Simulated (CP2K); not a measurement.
Ge under changes of volume

One of the cells (20.454 Å³/atom); the others are scaled copies at fixed shape and fractional positions:

```
Ge
1.0
     5.93000    0.00000    0.00000
     0.00000    5.93000    0.00000
     0.00000    0.00000    6.98000
Ge
12
Cartesian
  2.2237 0.9885 5.2350
  1.9765 5.1887 3.4900
  3.7062 4.9415 1.7450
  3.9535 0.7412 0.0000
  5.1887 1.9765 3.4900
  4.9415 3.7062 5.2350
  0.7412 3.9535 0.0000
  0.9885 2.2237 1.7450
  3.4097 2.5202 1.7450
  5.4852 5.4852 3.4900
  2.5202 3.4097 5.2350
  0.4447 0.4447 0.0000
```

This isn't the form of Ge at room conditions, which is diamond.

| Item | Value |
| --- | --- |
| Program | CP2K 2026.2 |
| Functional | PBE |
| Potentials or basis | POTENTIAL_UZH Ge GTH-PBE-q4; TZVP-MOLOPT-PBE-GTH basis |
| Density cutoff | 6123 eV |
| k mesh | 5 × 5 × 4 |
| Occupations | fermi-dirac, width 0.05 eV |
| Spin | no spin polarisation |

| volume (Å³/atom) | energy over the lowest point (meV/atom) | pressure (GPa) | gap on the mesh (eV) | largest force (eV/Å) |
| --- | --- | --- | --- | --- |
| 19.227 | 78.79 | 10.9 | 0.87 | 1.027 |
| 19.636 | 53.91 | 8.7 | 0.82 | 0.983 |
| 20.045 | 34.41 | 6.7 | 0.77 | 0.942 |
| 20.454 | ? | ? | ? | ? |
| 20.863 | 9.39 | 3.3 | 0.62 | 0.866 |
| 21.272 | 2.94 | 1.8 | 0.56 | 0.831 |
| 21.682 | 0.00 | 0.5 | 0.49 | 0.798 |

What does the run at 20.454 Å³/atom give?

Energy over the lowest point 19.73 meV/atom; pressure 4.9 GPa; gap on the mesh 0.70 eV; largest force 0.903 eV/Å.

Worked out: A Birch-Murnaghan fit of order 3 (a polynomial in V^(-2/3)) to the other rows has its minimum at 21.85 Å³/atom, just outside them, with B0 = V·E''(V) = 63 GPa and B' = 4.6 at fixed shape and positions, which overstates the stiffness. It gives 19.73 meV/atom at 20.454 Å³/atom, against the run's 19.73, and -dE/dV = 4.9 GPa, against 4.9. A parabola through the other rows of the gap, of slope -3.25 eV per unit of ln V there, gives 0.70 eV, against the run's 0.70.

Energies are extrapolated to zero smearing.

Caveats: an odd mesh through Γ misses points on the zone boundary, where band edges often lie; the basis of atomic orbitals isn't converged, which shifts pressures, moduli and gaps; forces of over 1 eV/Å show positions far from the minimum, so gaps and moduli don't describe the material at rest (some runs). Spin-orbit coupling on Ge is left out.
